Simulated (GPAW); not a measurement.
Set up this calculation in GPAW 26.7.0, as an ASE script.

```
Task                : single point
Functional          : PBE
Potentials or basis : GPAW PAW data sets (gpaw-data 1.2.1)
Cutoff              : 600 eV
Basis               : pw
k mesh              : 7 × 7 × 7
Occupations         : fermi-dirac, width 0.05 eV
Spin                : no spin polarisation
Maxiter             : 120
Convergence         : default
```

The system is MgS (Niningerite).

```
S Mg
1.0
     0.00000    2.60165    2.60165
     2.60165    0.00000    2.60165
     2.60165    2.60165    0.00000
S Mg
1 1
Direct
  0.50000 0.50000 0.50000
  0.00000 0.00000 0.00000
```

The input as run:

run.py

```python
from ase import Atoms
from ase.dft.bandgap import bandgap
from ase.io import write
from ase.units import GPa
from gpaw import GPAW, PW

atoms = Atoms(['S', 'Mg'],
              cell=[[0.0, 2.60165, 2.60165],
                    [2.60165, 0.0, 2.60165],
                    [2.60165, 2.60165, 0.0]],
              scaled_positions=[[0.5, 0.5, 0.5],
                                [0.0, 0.0, 0.0]],
              pbc=True)

calc = GPAW(mode=PW(600),
            xc='PBE',
            kpts={'size': (7, 7, 7), 'gamma': True},
            occupations={'name': 'fermi-dirac', 'width': 0.05},
            nbands=16,
            maxiter=120,
            txt='gpaw.txt')
atoms.calc = calc
energy = atoms.get_potential_energy()
forces = atoms.get_forces()
stress = atoms.get_stress()
calc.write('gs.gpw')
write('result.traj', atoms)
print(f'Energy: {energy:.6f} eV')
print('Forces (eV/A):')
print(forces.round(4))
print('Stress (GPa):', (stress / GPa).round(3))
print('Fermi level:', round(calc.get_fermi_level(), 4), 'eV')
print(f'Gap: {bandgap(calc)[0]:.4f} eV, direct: {bandgap(calc, direct=True)[0]:.4f} eV')
```

Potentials or basis: GPAW PAW data sets (gpaw-data 1.2.1), pw.

Command:

```bash
$ OMP_NUM_THREADS=1 python run.py
```

It gave:

| Quantity | Value |
| --- | --- |
| Pressure | 1.0 GPa |
| Band gap on the k mesh | 3.01 eV, indirect (least direct gap 3.72 eV) |

Caveat: the cutoff is short for stress and forces, so pressures can be off by a GPa or more; an odd mesh through Γ misses points on the zone boundary, where band edges often lie.

Run time: 3.5 s on 1 thread of AMD EPYC 9R45 96-Core Processor (Zen 5), with other jobs on the host, peak memory 0.14 GiB.
